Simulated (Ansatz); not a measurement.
## CuO (Cc)

Level of theory: LDA+U, U_eff = 8.0 eV (Dudarev form) on Cu d, fully localised double counting, collinear spin, scalar-relativistic, 420 eV, PAW set soft_2 (made for PBE), 7×7×4 mesh, Gaussian smearing of 0.05 eV; plane-wave PAW code Ansatz.

```yaml
crystal:
  lattice:
    - [2.34465, -1.71340, 0.00000]
    - [2.34465, 1.71340, 0.00000]
    - [-0.86055, 0.00000, 5.05944]
  atoms:
    - { symbol: Cu, position: [0.00320, 0.49680, 0.00000] }
    - { symbol: Cu, position: [0.49680, 0.00320, 0.50000] }
    - { symbol: O, position: [0.57140, 0.40560, 0.25370] }
    - { symbol: O, position: [0.40560, 0.57140, 0.75370] }
```

The structure is that of a cell as deposited in COD, unrelaxed.

Cell and atoms stay fixed. Atoms count from 1 in the text and from 0 in parts of the program's output.

Two runs on this cell converged from different starts. The ends of their outputs, energies left out (λ are the eigenvalues of a shell's occupation matrix):

Run A:

```
Magnetization: 0.0000 μB (25.0000 up, 25.0000 down)
Absolute magnetization: 1.4517 μB (∫|ρ↑−ρ↓|, with the PAW one-centre terms)
Per-site moments (μB) at R_I (Å): [(0.54961, 0.78680), (-0.54960, 0.78680), (-0.00444, 0.78680), (0.00443, 0.78680)]
--- Magnetisation constraints (ε_frz = 1.0e-4 eV) ---
  site  kind      target   achieved (μB)  |Δ|max (μB)  g (eV/μB)  λ_eff  esc  ok  flags
  0     per_site  +0.6200  +0.5496        7.04e-2       0.00e0    0.000  0    —   released
  1     per_site  -0.2500  -0.5496        3.00e-1       0.00e0    0.000  0    —   released
Fermi energy:    11.224035 eV
--- Forces (eV/Å), atoms counted from 1 ---
  atom   1  Cu    -0.64705832     0.29740579     0.29413727
  atom   2  Cu    -0.64706151    -0.29740668     0.29413703
  atom   3  O      0.64706550     0.20725740    -0.29415301
  atom   4  O      0.64705071    -0.20725950    -0.29411939
--- Stress (GPa, compression-positive) ---
       -6.971557      -0.000451      -0.308520
       -0.000443      -4.790162      -0.000126
       -0.308521      -0.000130      -7.030274
  P = ⅓ Tr σ = -6.2640 GPa (-62.640 kbar)
--- Löwdin populations: 4 sites ---
  site symbol       q [e]    m [muB]
     0     Cu     17.9771     0.5044
     1     Cu     17.9771    -0.5044
     2      O      6.9078    -0.0092
     3      O      6.9078     0.0092
--- Occupation matrices: 2 shells (run DFT+U table (all-electron-ortho-atomic); ε = 1.51e-3) ---
  Cu0 d_3D up     Tr n = 4.9622  λ = 0.985 0.986 0.997 0.997 0.998
  Cu0 d_3D dn     Tr n = 4.4427  λ = 0.462 0.985 0.998 0.998 0.999
  Cu1 d_3D up     Tr n = 4.4427  λ = 0.462 0.985 0.998 0.998 0.999
  Cu1 d_3D dn     Tr n = 4.9622  λ = 0.985 0.986 0.997 0.997 0.998
```

Run B:

```
Magnetization: 1.9819 μB (25.9909 up, 24.0091 down)
Absolute magnetization: 2.0149 μB (∫|ρ↑−ρ↓|, with the PAW one-centre terms)
Per-site moments (μB) at R_I (Å): [(0.61780, 0.78680), (0.61780, 0.78680), (0.32954, 0.78680), (0.32954, 0.78680)]
--- Magnetisation constraints (ε_frz = 1.0e-4 eV) ---
  site  kind          target   achieved (μB)  |Δ|max (μB)  g (eV/μB)  λ_eff  esc  ok  flags
  cell  total_moment  +1.0000  +1.9819        9.82e-1      +0.00e0    0.000  0    —   released
Entropy (-TS):   -0.000358 eV (-0.090 meV/atom)
Fermi energy:    11.194139 eV
--- Forces (eV/Å), atoms counted from 1 ---
  atom   1  Cu    -0.69457587     0.29040431     0.29626933
  atom   2  Cu    -0.69457587    -0.29040431     0.29626933
  atom   3  O      0.69457163     0.22380377    -0.29626746
  atom   4  O      0.69457163    -0.22380377    -0.29626746
--- Stress (GPa, compression-positive) ---
       -6.533425       0.000000       0.350821
        0.000000      -3.867633       0.000000
        0.350810       0.000000      -6.316949
  P = ⅓ Tr σ = -5.5727 GPa (-55.727 kbar)
--- Löwdin populations: 4 sites ---
  site symbol       q [e]    m [muB]
     0     Cu     17.9562     0.5574
     1     Cu     17.9562     0.5574
     2      O      6.9248     0.4280
     3      O      6.9248     0.4280
--- Occupation matrices: 2 shells (run DFT+U table (all-electron-ortho-atomic); ε = 1.15e-2) ---
  Cu0 d_3D up     Tr n = 4.9758  λ = 0.987 0.993 0.998 0.999 0.999
  Cu0 d_3D dn     Tr n = 4.4032  λ = 0.430 0.983 0.996 0.997 0.997
  Cu1 d_3D up     Tr n = 4.9758  λ = 0.987 0.993 0.998 0.999 0.999
  Cu1 d_3D dn     Tr n = 4.4032  λ = 0.430 0.983 0.996 0.997 0.997
```

Task: Which run lies higher in energy, by how much, and why?

Result: Run B, by 32.9 meV/atom. Run B has no gap on the mesh (a metal); run A has a gap of 0.53 eV. Run B kept 2 symmetry operations, run A 1. Flag on run B: mesh too coarse for this metal. They differ in magnetic order (signs of the magnetic ions' moments, up to an overall flip, +− in run A, ++ in run B). With J = 0 the Hubbard energy is (U/2) Σ λ(1 − λ), a penalty on fractional natural occupations. The sums Σ λ(1 − λ) over the cell's shells are 0.61 for run A and 0.59 for run B, which at U/2 = 4.00 eV give 2.44 and 2.36 eV per cell. The two differ by 0.08 eV, within U times the program's tolerance on the occupations (0.01), so the energy difference isn't parted into terms.

In the lower state the fixed cell carries a pressure of -6.3 GPa and forces up to 0.77 eV/Å; relaxing would change energies and could change the order of close states.

Run B started from: total moment held at first, then free, 1.00 μB per cell, moments Cu1 0.50; Cu2 0.50 μB. Run A started from: ferrimagnetic site moments held at Cu1 0.62; Cu2 -0.25 μB at first, then free, moments Cu1 0.62; Cu2 -0.25 μB. At this level the cell was started in 17 ways, of which 1 didn't converge; no converged run used the program's own search for lower states. Run A holds the lowest state found for this cell, which doesn't make it the ground state. For metallic states the mesh is coarse, so energy differences carry some meV/atom. U wasn't fitted or computed for this material, so the results show what this U gives and needn't match the real solid. Where a metal has almost no states within the smearing of the Fermi level on this mesh, its moment and stress follow whole counts of k-points and would move on a finer mesh. Gaps are Kohn–Sham gaps over the k-mesh alone and may be smaller between its points.
